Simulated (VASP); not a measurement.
Level of theory: TPSS meta-GGA, VASP's PBE PAW potentials (set 64) (plane waves; VASP 6.6.1).

VASP ran on this input.

INCAR:
```
NSW=60   ! most ionic steps
LWAVE=.FALSE.
LMAXMIX=4   ! l cut-off of mixed one-centre charges
ISMEAR=0   ! Gaussian
LREAL=.FALSE.   ! projection in real space or not
LASPH=.TRUE.   ! aspherical one-centre terms
LCHARG=.FALSE.
EDIFFG=-0.01   ! ionic stop
LMIXTAU=.TRUE.
ENCUT=520   ! plane-wave cut-off (eV)
SIGMA=0.05   ! width (eV)
IBRION=2
METAGGA=TPSS
EDIFF=1E-6   ! SCF stop (eV)
SYSTEM=CsI
ALGO=Normal
ISIF=3   ! ions, shape and volume
NELM=100
PREC=Accurate
```

File POSCAR:
```
CsI
1
    4.5700000000     0.0000000000     0.0000000000
    0.0000000000     4.5700000000     0.0000000000
    0.0000000000     0.0000000000     4.5700000000
Cs I
1 1
Direct
  0.0000000000   0.0000000000   0.0000000000
  0.5000000000   0.5000000000   0.5000000000
```

KPOINTS:
```
Automatic mesh
0
Gamma
5 5 5
0 0 0
```

POTCAR, in this order: Cs_sv I (PBE.64 set). Program: vasp_std.

Output of the run:

### OSZICAR
```
       N       E                     dE             d eps       ncg     rms          rms(c)
DAV:   1     0.842725053465E+02    0.84273E+02   -0.62555E+03   240   0.113E+03
DAV:   2    -0.137872022270E+02   -0.98060E+02   -0.91439E+02   352   0.220E+02
DAV:   3    -0.220886093793E+02   -0.83014E+01   -0.82832E+01   316   0.658E+01
DAV:   4    -0.222269572270E+02   -0.13835E+00   -0.13830E+00   280   0.110E+01
DAV:   5    -0.222295252065E+02   -0.25680E-02   -0.25678E-02   324   0.151E+00    0.163E+00
DAV:   6    -0.215679681035E+02    0.66156E+00   -0.16583E+00   240   0.200E+01    0.971E-01
DAV:   7    -0.212097632599E+02    0.35820E+00   -0.40080E-01   280   0.520E+00    0.544E-01
DAV:   8    -0.212810433947E+02   -0.71280E-01   -0.83023E-02   272   0.269E+00    0.383E-01
DAV:   9    -0.212527551413E+02    0.28288E-01   -0.48673E-02   244   0.244E+00    0.216E-01
DAV:  10    -0.212946845535E+02   -0.41929E-01   -0.41431E-02   248   0.212E+00    0.776E-02
DAV:  11    -0.213019659780E+02   -0.72814E-02   -0.67883E-03   268   0.841E-01    0.577E-02
DAV:  12    -0.213021877321E+02   -0.22175E-03   -0.17247E-04   284   0.110E-01    0.395E-02
DAV:  13    -0.213034086521E+02   -0.12209E-02   -0.13639E-03   256   0.408E-01    0.233E-02
DAV:  14    -0.213034369394E+02   -0.28287E-04   -0.59037E-05   276   0.787E-02    0.130E-02
DAV:  15    -0.213034481546E+02   -0.11215E-04   -0.34038E-05   264   0.682E-02    0.825E-03
DAV:  16    -0.213034573223E+02   -0.91677E-05   -0.44760E-06   300   0.214E-02    0.522E-03
DAV:  17    -0.213034600461E+02   -0.27238E-05   -0.34659E-06   252   0.201E-02    0.377E-03
DAV:  18    -0.213034603087E+02   -0.26267E-06   -0.86930E-07   156   0.785E-03
   1 F= -.21303460E+02 E0= -.21303460E+02  d E =-.213035E+02
       N       E                     dE             d eps       ncg     rms          rms(c)
DAV:   1    -0.213710714900E+02   -0.67611E-01   -0.11951E+00   244   0.630E+00    0.112E+00
DAV:   2    -0.213222220345E+02    0.48849E-01   -0.77369E-02   248   0.164E+00    0.475E-01
DAV:   3    -0.213107877641E+02    0.11434E-01   -0.33003E-02   244   0.114E+00    0.263E-01
DAV:   4    -0.213110782364E+02   -0.29047E-03   -0.63872E-04   288   0.224E-01    0.240E-01
DAV:   5    -0.213091356380E+02    0.19426E-02   -0.22567E-03   240   0.409E-01    0.687E-02
DAV:   6    -0.213110239158E+02   -0.18883E-02   -0.27688E-03   240   0.452E-01    0.216E-02
DAV:   7    -0.213110353433E+02   -0.11427E-04   -0.31193E-05   272   0.501E-02    0.975E-03
DAV:   8    -0.213110304515E+02    0.48918E-05   -0.29262E-05   240   0.433E-02    0.179E-02
DAV:   9    -0.213110391233E+02   -0.86718E-05   -0.31306E-05   284   0.427E-02    0.797E-03
DAV:  10    -0.213110391539E+02   -0.30595E-07   -0.74465E-07   156   0.923E-03
   2 F= -.21311039E+02 E0= -.21311039E+02  d E =-.757885E-02
       N       E                     dE             d eps       ncg     rms          rms(c)
DAV:   1    -0.214017472034E+02   -0.90708E-01   -0.17299E+00   240   0.753E+00    0.134E+00
DAV:   2    -0.213304277190E+02    0.71319E-01   -0.11377E-01   244   0.197E+00    0.570E-01
DAV:   3    -0.213138992550E+02    0.16528E-01   -0.47444E-02   240   0.136E+00    0.316E-01
DAV:   4    -0.213143500002E+02   -0.45075E-03   -0.94145E-04   280   0.268E-01    0.289E-01
DAV:   5    -0.213110804938E+02    0.32695E-02   -0.35508E-03   240   0.521E-01    0.850E-02
DAV:   6    -0.213142897284E+02   -0.32092E-02   -0.42700E-03   240   0.567E-01    0.261E-02
DAV:   7    -0.213143055843E+02   -0.15856E-04   -0.47147E-05   272   0.621E-02    0.115E-02
DAV:   8    -0.213143007741E+02    0.48102E-05   -0.32698E-05   240   0.466E-02    0.189E-02
DAV:   9    -0.213143129157E+02   -0.12142E-04   -0.41710E-05   288   0.488E-02    0.778E-03
DAV:  10    -0.213143131689E+02   -0.25318E-06   -0.10830E-06   160   0.112E-02
   3 F= -.21314313E+02 E0= -.21314313E+02  d E =-.108529E-01
```

**OUTCAR**
```
------------------------ aborting loop because EDIFF is reached ----------------------------------------
  FORCE on cell =-STRESS in cart. coord.  units (eV):
  Direction    XX          YY          ZZ          XY          YZ          ZX
  --------------------------------------------------------------------------------------
  Total        0.0142333      0.0142333      0.0142333     -0.0000000     -0.0000000     -0.0000000
  in kB        0.2252902      0.2252902      0.2252902     -0.0000000     -0.0000000     -0.0000000
  external PRESSURE =       0.2252902 kB  Pullay stress =       0.0000000 kB
  volume of cell :      101.22
      direct lattice vectors                 reciprocal lattice vectors
     4.660411210  0.000000000  0.000000000     0.214573340  0.000000000  0.000000000
    -0.000000000  4.660411210  0.000000000     0.000000000  0.214573340  0.000000000
    -0.000000000  0.000000000  4.660411210    -0.000000000 -0.000000000  0.214573340
 POSITION                                       TOTAL-FORCE (eV/Angst)
 -----------------------------------------------------------------------------------
      0.00000      0.00000      0.00000         0.000000      0.000000      0.000000
      2.33021      2.33021      2.33021        -0.000000      0.000000      0.000000
 -----------------------------------------------------------------------------------
    total drift:                               -0.000000      0.000000      0.000000
  FREE ENERGIE OF THE ION-ELECTRON SYSTEM (eV)
  ---------------------------------------------------
  free  energy   TOTEN  =       -21.3143131689 eV

  energy  without entropy=      -21.3143131689  energy(sigma->0) =      -21.31431317

 reached required accuracy - stopping structural energy minimisation
```
(Selected blocks of OUTCAR.)

CONTCAR:
```
CsI
   1.00000000000000
     4.6604112103982827    0.0000000000000000    0.0000000000000000
    -0.0000000000000000    4.6604112103982827    0.0000000000000000
    -0.0000000000000000    0.0000000000000000    4.6604112103982827
  Cs              I
     1     1
Direct
     0.0000000000000000    0.0000000000000000    0.0000000000000000
     0.5000000000000000    0.5000000000000000    0.5000000000000000
```

Energy and stress use the plane-wave basis of the starting cell.

The compound is CsI in the CsCl type structure. This run relaxes it. Symmetry was kept, so distortions that lower it aren't found.
